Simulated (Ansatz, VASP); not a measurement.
## Two plane-wave programs on CuO

File INCAR:

```
PREC = Accurate
ENCUT = 520
EDIFF = 1E-7
ISMEAR = -1
SIGMA = 0.05
LREAL = F
LASPH = T
NELM = 60
ALGO = Normal
ISIF = 2
LWAVE = F
LCHARG = T
GGA = B5
ALDAX = 1.0
AGGAX = 1.0
AGGAC = 1.0
ALDAC = 0.0
LELF = T
LVHAR = T
NBANDS = 16
```

KPOINTS

```
regular mesh
0
Gamma
  10 10 10
```

POSCAR

```
CuO
1.0
    0.0000000000      2.3728967245      2.3728967245
    2.3728967245      0.0000000000      2.3728967245
    2.3728967245      2.3728967245      0.0000000000
Cu O
1 1
Direct
    0.0000000000      0.0000000000      0.0000000000
    0.2500000000      0.2500000000      0.2500000000
```

Contents of input.yaml:

```yaml
crystal:
  lattice:
    - [0.0, 2.3728967245, 2.3728967245]
    - [2.3728967245, 0.0, 2.3728967245]
    - [2.3728967245, 2.3728967245, 0.0]
  atoms:
    - { symbol: Cu, position: [0.0, 0.0, 0.0] }
    - { symbol: O, position: [0.25, 0.25, 0.25] }
hamiltonian:
  xc: blyp
  pseudopotentials: { kind: paw }
kpoints:
  mp_grid: { grid: [10, 10, 10] }
scf:
  occupations: { method: fermi_dirac, width: 0.05 }
output:
  forces: true
  stress: true
  eigenvalues: true
```

Measurements of this composition are mostly on another form, of space group No. 15.

Alike in both runs: task single point; functional BLYP; k mesh 10 × 10 × 10; occupations fermi-dirac, width 0.05 eV; no spin polarisation.

|  | VASP | Ansatz |
| --- | --- | --- |
| version | VASP 6.6.1 | Ansatz 0.2.0 |
| potentials or method | VASP PAW PBE potentials, release 64 (Cu, O) | Ansatz PAW |
| plane-wave cutoff (eV) | 520 | 420 |
| valence electrons in the cell | 17 | 25 |

Ansatz gave:

- gap on the k mesh at the Fermi level (eV): none
- pressure (GPa): -10.2

**Question.** Estimate VASP's values.

**Answer.** gap on the k mesh at the Fermi level (eV): none; pressure (GPa): -9.8.

A gap of «none» marks a metal or a gap that the smearing closes. The two sets of potentials don't hold the same shells in valence.

Caveats: an odd number of electrons without spin polarisation forces a metal; a magnetic or distorted state may lie lower; the run has no spin polarisation, though such a crystal can be magnetic; semilocal functionals often make such compounds metallic where correlation or magnetic order opens a gap, which also shifts bond lengths; the PAW data sets were made with another functional, which shifts forces and pressure a little (VASP); the pressure holds a Pulay correction of +0.7 GPa for the finite cutoff (Ansatz); the PAW data sets come from PBE, with cores solved anew for the run's functional, which leaves a small shift of forces and pressure (Ansatz).
